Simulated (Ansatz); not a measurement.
**Al under changes of volume**

One of the cells (16.603 Å³/atom); the others are scaled copies at fixed shape and fractional positions:

```
CELL_PARAMETERS angstrom
0.00000 2.02481 2.02481
2.02481 0.00000 2.02481
2.02481 2.02481 0.00000
ATOMIC_POSITIONS crystal
Al 0.00000 0.00000 0.00000
```

- Program: Ansatz 0.2.0
- Functional: PBE
- Potentials or basis: all-electron LAPW, scalar-relativistic
- Cutoff: 146 eV (chosen from the basis error)
- Basis error allowed: 0.0005 eV/atom
- k mesh: 11 × 11 × 11
- Occupations: fermi-dirac, width 0.05 eV
- Spin: no spin polarisation

```csv
volume (Å³/atom),energy over the lowest point (meV/atom),pressure (GPa)
15.607,13.32,5.0
15.939,5.05,3.0
16.271,0.74,1.2
16.603,0.00,-0.4
16.935,2.44,-1.9
17.267,?,?
17.599,15.64,-4.4
```

Task: What does the run at 17.267 Å³/atom give?

Result: Energy over the lowest point 7.76 meV/atom; pressure -3.2 GPa.

Worked out: A Birch-Murnaghan fit of order 3 (a polynomial in V^(-2/3)) to the other rows has its minimum at 16.51 Å³/atom with B0 = V·E''(V) = 79 GPa and B' = 4.4. It gives 7.75 meV/atom at 17.267 Å³/atom, against the run's 7.76, and -dE/dV = -3.2 GPa, against -3.2.

Energies are extrapolated to zero smearing.
